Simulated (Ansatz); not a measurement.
Take InCuS2 in the chalcopyrite structure (space group I-42d, No. 122; a = 5.5220 Å, c = 11.1303 Å) as the base.

The values are results of r2SCAN (Ansatz, a quantum-chemistry and plane-wave program; PAW; 500 eV plane waves; scalar-relativistic without spin-orbit coupling), not measurements.

Carriers are added at fixed cell with a uniform background; the Fermi–Dirac width is that of 300 K.

One change was made to it. Results:

The Fermi level relative to the doped band's edge (positive inside the band; to 0.05 eV) amounts to +0.25 eV; the gap between the host's bands goes up by 0.22 eV, from 0.36 eV to 0.58 eV; the gap character is still direct at Γ.

Task: Which of these changes matches the shifts?
A. electrons 3.0×10^21 cm⁻³
B. holes 7.0×10^21 cm⁻³
C. holes 3.0×10^21 cm⁻³
D. holes 2.0×10^21 cm⁻³

Result: C, holes 3.0×10^21 cm⁻³. For comparison, the gap between the host's bands in the other runs: holes 7.0×10^21 cm⁻³ gives 0.80 eV; holes 2.0×10^21 cm⁻³ gives 0.51 eV; electrons 3.0×10^21 cm⁻³ gives 0.27 eV.

Carriers are added with a uniform compensating background; total energy and stress of such cells depend on the potential's zero and are not compared; many-body gap narrowing is missing at this level. No phonon test of stability was made. The final runs are not spin-polarised.
